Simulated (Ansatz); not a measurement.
Molecular dynamics on a 2×2×1 supercell (16 atoms) of MgS (wurtzite), relaxed with r2SCAN. Forces come from PBE in the PAW code Ansatz: Langevin thermostat and barostat (NPT), 300 K, steps of 3 fs. Spin polarisation is off, nuclei are classical, and the run is far too short for thermal averages. The structure comes from a prototype and may be hypothetical.

```yaml
crystal:
  lattice:
    - [8.0572512641, 0.0, 0.0]
    - [-4.028625632, 6.9777842794, 0.0]
    - [0.0, 0.0, 6.4543927776]
  atoms:
    - { symbol: Mg, position: [0.1666666667, 0.3333333333, -0.0028727191] }
    - { symbol: Mg, position: [0.3333333333, 0.1666666667, 0.4971272809] }
    - { symbol: S, position: [0.1666666667, 0.3333333333, 0.3778727191] }
    - { symbol: S, position: [0.3333333333, 0.1666666667, 0.8778727191] }
    - { symbol: Mg, position: [0.1666666667, 0.8333333333, -0.0028727191] }
    - { symbol: Mg, position: [0.3333333333, 0.6666666667, 0.4971272809] }
    - { symbol: S, position: [0.1666666667, 0.8333333333, 0.3778727191] }
    - { symbol: S, position: [0.3333333333, 0.6666666667, 0.8778727191] }
    - { symbol: Mg, position: [0.6666666667, 0.3333333333, -0.0028727191] }
    - { symbol: Mg, position: [0.8333333333, 0.1666666667, 0.4971272809] }
    - { symbol: S, position: [0.6666666667, 0.3333333333, 0.3778727191] }
    - { symbol: S, position: [0.8333333333, 0.1666666667, 0.8778727191] }
    - { symbol: Mg, position: [0.6666666667, 0.8333333333, -0.0028727191] }
    - { symbol: Mg, position: [0.8333333333, 0.6666666667, 0.4971272809] }
    - { symbol: S, position: [0.6666666667, 0.8333333333, 0.3778727191] }
    - { symbol: S, position: [0.8333333333, 0.6666666667, 0.8778727191] }
kpoints:
  mp_grid: { grid: [3, 3, 2] }
hamiltonian:
  xc: pbe
scf:
  occupations: { method: fermi_dirac, width: 0.026 }
md:
  ensemble: npt_langevin
  temperature: 300
  timestep: 3.0
  n_steps: 40
  initial_velocities: maxwell_boltzmann
  seed: 9578
```

Command: `ansatz run input.yaml --threads 4 --pin off --max-ram 3686MiB --backend cpu --events-out ev --progress --plain --runs-dir out`. It took 7 min on 4 threads of Arm Neoverse N1, on a shared host; peak host memory 1.1 GiB.

| step | t (fs) | T (K) | free energy F from step 0 (meV/atom) | kinetic energy (meV/atom) | pressure (GPa) | volume (Å³/atom) | largest force (eV/Å) |
| --- | --- | --- | --- | --- | --- | --- | --- |
| 0 | 0 | 281 | 0.0 | 36.4 | 1.23 | 22.68 | 0.00 |
| 1 | 3 | 322 | 0.8 | 41.6 | 1.27 | 22.68 | 0.21 |
| 2 | 6 | 299 | 3.3 | 38.6 | 1.30 | 22.67 | 0.40 |
| 3 | 9 | 242 | 6.7 | 31.3 | 1.31 | 22.67 | 0.59 |
| 4 | 12 | 239 | 10.7 | 30.9 | 1.32 | 22.69 | 0.78 |
| 5 | 15 | 216 | 15.3 | 28.0 | 1.32 | 22.71 | 0.95 |
| 6 | 18 | 169 | 19.5 | 21.8 | 1.30 | 22.72 | 1.06 |
| 7 | 21 | 133 | 23.1 | 17.2 | 1.29 | 22.73 | 1.14 |
| 8 | 24 | 114 | 25.9 | 14.7 | 1.29 | 22.73 | 1.21 |
| 9 | 27 | 113 | 27.8 | 14.6 | 1.28 | 22.74 | 1.25 |
| 10 | 30 | 113 | 28.7 | 14.6 | 1.23 | 22.76 | 1.24 |
| 11 | 33 | 124 | 28.5 | 16.0 | 1.14 | 22.79 | 1.20 |
| 12 | 36 | 136 | 27.2 | 17.6 | 1.02 | 22.83 | 1.16 |
| 13 | 39 | 135 | 25.1 | 17.4 | 0.87 | 22.87 | 1.12 |
| 14 | 42 | 139 | 23.1 | 17.9 | 0.70 | 22.92 | 1.07 |
| 15 | 45 | 158 | 21.4 | 20.4 | 0.54 | 22.98 | 1.02 |
| 16 | 48 | 148 | 20.1 | 19.1 | 0.36 | 23.03 | 0.95 |
| 17 | 51 | 171 | 18.5 | 22.1 | 0.23 | 23.08 | 0.91 |
| 18 | 54 | 215 | 17.0 | 27.7 | 0.12 | 23.13 | 0.90 |
| 19 | 57 | 227 | 16.0 | 29.3 | 0.00 | 23.18 | 0.85 |
| 20 | 60 | 276 | 15.5 | 35.7 | -0.08 | 23.22 | 0.76 |
| 21 | 63 | 272 | 15.8 | 35.2 | -0.16 | 23.27 | 0.70 |
| 22 | 66 | 265 | 16.6 | 34.3 | -0.23 | 23.30 | 0.78 |
| 23 | 69 | 256 | 17.5 | 33.0 | -0.26 | 23.33 | 0.81 |
| 24 | 72 | 235 | 18.6 | 30.4 | -0.29 | 23.35 | 0.80 |
| 25 | 75 | 192 | 19.8 | 24.9 | -0.34 | 23.38 | 0.81 |
| 26 | 78 | 187 | 21.2 | 24.2 | -0.38 | 23.41 | 0.89 |
| 27 | 81 | 164 | 22.4 | 21.3 | -0.44 | 23.44 | 0.93 |
| 28 | 84 | 171 | 23.5 | 22.2 | -0.51 | 23.49 | 0.92 |
| 29 | 87 | 181 | 24.4 | 23.4 | -0.60 | 23.53 | 1.05 |
| 30 | 90 | 183 | 24.9 | 23.7 | -0.70 | 23.58 | 1.15 |
| 31 | 93 | 177 | 24.6 | 22.9 | -0.81 | 23.62 | 1.19 |
| 32 | 96 | 199 | 23.5 | 25.7 | -0.92 | 23.66 | 1.19 |
| 33 | 99 | 243 | 22.0 | 31.4 | -1.03 | 23.70 | 1.15 |
| 34 | 102 | 258 | 20.6 | 33.4 | -1.15 | 23.74 | 1.11 |
| 35 | 105 | 257 | 19.6 | 33.3 | -1.26 | 23.77 | 1.05 |
| 36 | 108 | 260 | 19.1 | 33.6 | -1.34 | 23.79 | 1.01 |
| 37 | 111 | 241 | 19.0 | 31.2 | -1.38 | 23.80 | 0.96 |
| 38 | 114 | 253 | 19.0 | 32.7 | -1.38 | 23.80 | 0.86 |
| 39 | 117 | 269 | 19.6 | 34.7 | -1.35 | 23.79 | 0.74 |
| 40 | 120 | 276 | 20.9 | 35.7 | -1.29 | 23.77 | 0.74 |

The temperature starts at 281 K, is lowest at step 9 (113 K, 27 fs) and ends at 276 K. The atoms start on their lattice sites with kinetic energy alone, so much of it first passes into potential energy.

Positions (Å) and forces (eV/Å) at step 40:
```
cell (Å): 8.184 0.000 0.000; -4.092 7.087 0.000; 0.000 0.000 6.556
Mg  -0.078   2.380  -0.018     0.026   0.031   0.141
Mg   1.952   1.167   3.431    -0.143  -0.151  -0.560
S   -0.139   2.255   2.458     0.296   0.217   0.317
S    1.907   1.100   5.857     0.181  -0.129  -0.078
Mg  -2.226   5.742  -0.022     0.287   0.301  -0.005
Mg  -0.113   4.630   3.244     0.251   0.039   0.016
S   -2.081   5.879   2.420    -0.131   0.002   0.601
S   -0.062   4.738   5.751    -0.337  -0.134   0.031
Mg   3.982   2.294  -0.004     0.076  -0.296   0.218
Mg   6.002   1.126   3.301     0.365  -0.204   0.151
S    4.019   2.228   2.523    -0.331   0.418  -0.001
S    6.105   1.212   5.794    -0.426  -0.328   0.033
Mg   1.876   5.910   0.133     0.315   0.180  -0.063
Mg   4.136   4.631   3.291    -0.324  -0.001   0.151
S    2.021   5.836   2.629    -0.153  -0.184  -0.257
S    3.900   4.620   5.923     0.048   0.240  -0.695
```
